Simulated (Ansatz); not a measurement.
**La2O3**

Method: HSE06, scalar-relativistic; no spin polarisation; PAW, 420 eV, Γ-centred 4×4×6 mesh, 0.05 eV Gaussian smearing; code Ansatz. The datasets are Ansatz's generated set soft_2.

```yaml
crystal:
  lattice:
    - [6.33944, 0.00000, 0.00000]
    - [-3.16972, 5.49012, 0.00000]
    - [0.00000, 0.00000, 3.26481]
  atoms:
    - { symbol: La, position: [0.33333, 0.66667, 0.49962] }
    - { symbol: La, position: [0.66667, 0.33333, 0.50038] }
    - { symbol: O, position: [0.50000, 0.50000, 0.00000] }
    - { symbol: O, position: [0.50000, 0.00000, 0.00000] }
    - { symbol: O, position: [0.00000, 0.50000, 0.00000] }
```

The chain of runs began from a cell as deposited in COD, expanded in volume.

The volume is at zero pressure for this level.

The cell has space group P6/mmm (read at 0.01 Å). In it the stress is -0.09, -0.09, -0.08, 0.00, 0.00, 0.00 GPa and the largest force component 0.003 eV/Å. Each change below starts from this cell, without further relaxation. Stress is in GPa, positive in compression, in the order xx, yy, zz, yz, xz, xy; energies are counted from the cell above.

Question: One atom was moved along a Cartesian axis, and these forces appeared. Which atom, and about how far?
```
atom  Fx (eV/Å)      Fy      Fz
 La1     -0.018   0.399   0.004
 La2     -0.078   0.341  -0.001
  O3      0.283  -0.342   0.000
  O4      0.279   0.629   0.000
  O5     -0.466  -1.027  -0.002
```

Answer: Atom 5 (O) is moved by 0.20 Å along y; the energy changes by 103.3 meV per cell.

Question: What stress follows from an engineering strain of 2 % in zz, atoms carried along?

Answer: -0.99, -0.99, -5.85, 0.00, 0.00, 0.00 GPa; the energy changes by 42.6 meV per cell. The gap on the mesh goes from 2.76 eV to 2.91 eV.
The change of the stress over the strain gives a clamped-atom stiffness of about 289 GPa for this component, a secant value that lies under the elastic constant in tension and over it in compression, by several per cent for each per cent of strain.

These numbers lack spin–orbit coupling. Pressures of hybrids are less tightly converged. The program warned that the potential is rough where the density is thin (voids or gaps), so long spacings are poorly fixed.
